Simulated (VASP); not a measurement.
# LiCl: restarted molecular dynamics, 2 variants

LiCl, Fm-3m (no. 225), 8 atoms in the cell. PBE, molecular dynamics; PAW potentials Cl, Li (PBE set).

| Restart from | Temperature at the end (K) | The same without a restart (K) | Potential energy at the end (eV/atom) | The same without a restart (eV/atom) | Electronic steps in the first step after the restart | Time (s) |
|---|---|---|---|---|---|---|
| CONTCAR with velocities, WAVECAR read | 392.0 | 392.0 | -3.66167 | -3.66167 | 4 | 77 |
| CONTCAR with velocities, no WAVECAR | 392.0 | 392.0 | -3.66167 | -3.66167 | 12 | 105 |

Limits: 60 fs of 8 atoms are too short for converged averages; the cell is only 5.1 Å across, so each atom moves in step with near copies of itself.

## Input of the first row

INCAR.step1:
```
SYSTEM = LiCl
GGA      = PE             ! functional
PREC     = Normal         ! precision mode
ENCUT    = 260            ! plane-wave cutoff, eV
EDIFF    = 1E-6           ! SCF threshold, eV
NELMIN   = 4            
NELM     = 60             ! most SCF steps
ALGO     = Normal         ! electronic algorithm
LREAL    = Auto         
LASPH    = .True.         ! aspherical terms in the spheres
ISMEAR   = 0              ! smearing method
SIGMA    = 0.05           ! smearing width, eV
ISYM     = 0            
LWAVE    = .True.         ! write WAVECAR
LCHARG   = .False.        ! write CHGCAR
IBRION   = 0              ! ionic algorithm
NSW      = 30             ! ionic steps
POTIM    = 1.0            ! step
TEBEG    = 600          
ISIF     = 2              ! what is computed and relaxed
RANDOM_SEED= 307746 0 0   
MDALGO   = 2            
SMASS    = -3           
KPAR     = 2             
```

INCAR.step2, as INCAR.step1 but for:
```
- LWAVE = .True.
+ LWAVE = .False.
```

KPOINTS:
```
k-points
0
Monkhorst-Pack
  2 2 2
```

POSCAR.step1:
```
LiCl
1.0
    5.1295400000      0.0000000000      0.0000000000
    0.0000000000      5.1295400000      0.0000000000
    0.0000000000      0.0000000000      5.1295400000
Cl Li
4 4
Direct
    0.5000000000      0.0000000000      0.0000000000
    0.5000000000      0.5000000000      0.5000000000
    0.0000000000      0.0000000000      0.5000000000
    0.0000000000      0.5000000000      0.0000000000
    0.0000000000      0.0000000000      0.0000000000
    0.0000000000      0.5000000000      0.5000000000
    0.5000000000      0.0000000000      0.5000000000
    0.5000000000      0.5000000000      0.0000000000
```

Commands (each step's output is kept before the next begins):
```
cat potpaw_PBE.64/Cl/POTCAR potpaw_PBE.64/Li/POTCAR > POTCAR
cp INCAR.step1 INCAR
cp POSCAR.step1 POSCAR
mpirun -np 2 vasp_std > vasp.out
cp CONTCAR POSCAR
cp INCAR.step2 INCAR
mpirun -np 2 vasp_std > vasp.out
```

Changes of the last row against the first:
```
(step 1)
- LWAVE = True
+ LWAVE = False
```

VASP 6.6.1 took 77 s on 2 cores (Intel Xeon Platinum 8259CL @ 2.50GHz (Skylake/Cascade Lake)), a shared host.
